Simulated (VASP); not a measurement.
Input of a VASP 6.6.1 run:

File POSCAR:

```
MnS                                     
1.0
   -2.4525516590     -2.4525516590      4.9044227105
   -4.9044227105     -2.4525516590      2.4525516590
   -2.4525516590     -4.9044227105      2.4525516590
  Mn              S             
     2     2
Direct
     0.0000000000000000    0.0000000000000000    0.0000000000000000
     0.5000000000000000    0.5000000000000000    0.5000000000000000
     0.2500000000000000    0.2500000000000000    0.2500000000000000
     0.7500000000000000    0.7500000000000000    0.7500000000000000
```

Contents of INCAR.step1:

```
SYSTEM = MnS
PREC = Accurate ; ENCUT = 350
EDIFF = 1E-7 ; ISMEAR = 0
SIGMA = 0.02 ; LREAL = .FALSE.
LASPH = .TRUE. ; NELM = 150
ALGO = Normal ; ISIF = 2
LWAVE = .FALSE. ; LCHARG = .TRUE.
ISPIN = 2 ; MAGMOM = 5 -5 0 0
LORBIT = 11 ; LMAXMIX = 4
GGA = CA
```

KPOINTS.step1

```
Automatic mesh
0
G
  6 6 6
  0 0 0
```

File INCAR.step2:

```
SYSTEM = MnS
PREC = Accurate ; ENCUT = 350
EDIFF = 1E-7 ; ISMEAR = 0
SIGMA = 0.05 ; LREAL = .FALSE.
LASPH = .TRUE. ; NELM = 150
ALGO = Normal ; ISIF = 2
LWAVE = .FALSE. ; LCHARG = .FALSE.
ISPIN = 2 ; MAGMOM = 5 -5 0 0
LORBIT = 11 ; LMAXMIX = 4
GGA = CA ; ICHARG = 11
```

KPOINTS.step2

```
path GLB1,BZGX,QFP1Z,LP
20
line-mode
reciprocal
 0.0000000000  0.0000000000  0.0000000000  G
 0.5000000000  0.0000000000  0.0000000000  L

 0.5000000000  0.0000000000  0.0000000000  L
 0.5000000000  0.1875000000 -0.1875000000  B1

 0.8125000000  0.5000000000  0.1875000000  B
 0.5000000000  0.5000000000  0.5000000000  Z

 0.5000000000  0.5000000000  0.5000000000  Z
 0.0000000000  0.0000000000  0.0000000000  G

 0.0000000000  0.0000000000  0.0000000000  G
 0.3437500000  0.0000000000 -0.3437500000  X

 0.6562500000  0.3437500000  0.0000000000  Q
 0.5000000000  0.5000000000  0.0000000000  F

 0.5000000000  0.5000000000  0.0000000000  F
 0.6562500000  0.6562500000  0.1875000000  P1

 0.6562500000  0.6562500000  0.1875000000  P1
 0.5000000000  0.5000000000  0.5000000000  Z

 0.5000000000  0.0000000000  0.0000000000  L
 0.8125000000  0.3437500000  0.3437500000  P
```

Potentials or basis: VASP PAW LDA potentials, release 64 (Mn_pv, S).

Command:

```sh
$ cat potpaw_LDA.64/Mn_pv/POTCAR potpaw_LDA.64/S/POTCAR > POTCAR
$ cp INCAR.step1 INCAR
$ cp KPOINTS.step1 KPOINTS
$ mpirun -np 1 vasp_std > vasp.out
$ cp INCAR.step2 INCAR
$ cp KPOINTS.step2 KPOINTS
$ mpirun -np 1 vasp_std > vasp.out
```

(1) What does it give for the band gap along the path?

(2) What does it give for the net moment?

Results:

(1) none (metal or under the smearing width).

(2) 0.00 μB per cell.

Caveat: semilocal functionals often make such compounds metallic where correlation or magnetic order opens a gap, which also shifts bond lengths.
